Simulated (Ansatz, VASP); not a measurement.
# One calculation of AlN, two programs

```xyz
4
Lattice="3.0360 0.0000 0.0000 -1.5180 2.6293 0.0000 0.0000 0.0000 5.4183" Properties=species:S:1:pos:R:3 pbc="T T T"
Al    0.0000    1.7528    0.0445
Al    1.5180    0.8764    2.7537
N     0.0000    1.7528    2.0415
N     1.5180    0.8764    4.7506
```

Alike in both runs: functional PBE; k mesh 9 × 9 × 6; occupations gaussian, width 0.05 eV; no spin polarisation.

Ansatz relaxed the structure, and its values are those at the end. VASP's run is a single point on that final structure, the one shown.

|  | VASP | Ansatz |
| --- | --- | --- |
| version | VASP 6.6.1 | Ansatz 0.2.0 |
| potentials or method | VASP PAW PBE potentials, release 64 (Al, N) | scalar-relativistic, plane waves, PAW |
| plane-wave cutoff (eV) | 520 | 520 |
| valence electrons in the cell | 16 | 16 |

Ansatz gave:

* gap on the k mesh at the Fermi level (eV): 3.40
* least direct gap on the mesh (eV): 3.40
* pressure (GPa): -1.7

Question: What did VASP give for the same quantities?

Answer: gap on the k mesh at the Fermi level (eV): 3.40; least direct gap on the mesh (eV): 3.40; pressure (GPa): -1.9.

With one functional, cell and mesh, what is left measures potentials, basis and numerics. Ansatz warned: «stress_scf_threshold_loose».
